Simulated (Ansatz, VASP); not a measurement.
**One calculation of Si2W, two programs**

```
Si W
1.0
    -1.60690    1.60690    3.91495
     1.60690   -1.60690    3.91495
     1.60690    1.60690   -3.91495
Si W
2 1
Cartesian
  0.0000 0.0000 2.6207
  0.0000 0.0000 5.2092
  0.0000 0.0000 0.0000
```

Alike in both runs: task single point; functional PBE; k mesh 8 × 8 × 8; occupations gaussian, width 0.1 eV; no spin polarisation.

|  | VASP | Ansatz |
| --- | --- | --- |
| version | VASP 6.6.1 | Ansatz 0.2.0 |
| potentials or method | VASP PAW PBE potentials, release 64 (Si, W_sv) | scalar-relativistic, plane waves, PAW |
| plane-wave cutoff (eV) | 520 | 420 |
| valence electrons in the cell | 22 | 22 |

Ansatz gave:

```
gap on the k mesh at the Fermi level (eV) : none
pressure (GPa)                            : 3.3
rms of the force components (eV/Å)        : 0.010
```

Problem. What did VASP give for the same quantities?

Solution. gap on the k mesh at the Fermi level (eV): none; pressure (GPa): 3.3; rms of the force components (eV/Å): 0.012.

Atom by atom the forces differ by 0.001 eV/Å (rms over components). A gap of «none» marks a metal or a gap that the smearing closes. With one functional, cell and mesh, what is left measures potentials, basis and numerics.

Spin-orbit coupling is left out, which matters for the levels of W.
